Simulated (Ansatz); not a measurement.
CuI under changes of volume

One of the cells (27.401 Å³/atom); the others are scaled copies at fixed shape and fractional positions:

```xyz
4
Lattice="4.0902 0.0000 0.0000 0.0000 4.0902 0.0000 0.0000 0.0000 6.5515" Properties=species:S:1:pos:R:3 pbc="T T T"
I     0.0000    2.0451    4.8680
I     2.0451    0.0000    1.6835
Cu    0.0000    0.0000    0.0000
Cu    2.0451    2.0451    0.0000
```

Measurements of this composition are mostly on another form, of space group No. 216.

- Program: Ansatz 0.2.0
- Functional: PBEsol
- Potentials or basis: all-electron LAPW, scalar-relativistic
- Cutoff: 276 eV (chosen from the basis error)
- Basis error allowed: 0.001 eV/atom
- k mesh: 7 × 7 × 4
- Occupations: fermi-dirac, width 0.05 eV
- Spin: no spin polarisation

```tsv
volume (Å³/atom)	energy over the lowest point (meV/atom)	pressure (GPa)	gap on the mesh (eV)	largest force (eV/Å)
25.757	2.63	1.4	1.60	0.351
26.305	0.00	0.2	1.56	0.138
26.853	1.00	-0.8	1.53	0.056
27.401	5.20	-1.7	1.49	0.233
27.949	?	?	?	?
28.497	21.70	-3.1	1.43	0.541
29.045	33.34	-3.7	1.41	0.676
```

Q: What does the run at 27.949 Å³/atom give?

A: Energy over the lowest point 12.22 meV/atom; pressure -2.4 GPa; gap on the mesh 1.46 eV; largest force 0.394 eV/Å.

Worked out: A Birch-Murnaghan fit of order 3 (a polynomial in V^(-2/3)) to the other rows has its minimum at 26.42 Å³/atom with B0 = V·E''(V) = 50 GPa and B' = 5.2 at fixed shape and positions, which overstates the stiffness. It gives 12.22 meV/atom at 27.949 Å³/atom, against the run's 12.22, and -dE/dV = -2.4 GPa, against -2.4. A straight line through the other rows of the gap, of slope -1.6 eV per unit of ln V (its deformation potential), gives 1.46 eV, against the run's 1.46.

Energies are extrapolated to zero smearing.

Caveats: spin-orbit coupling is left out, which moves the levels of the heavy elements; this functional lacks dispersion, which binds the layers, so the pressure and a relaxed spacing across them are unreliable.
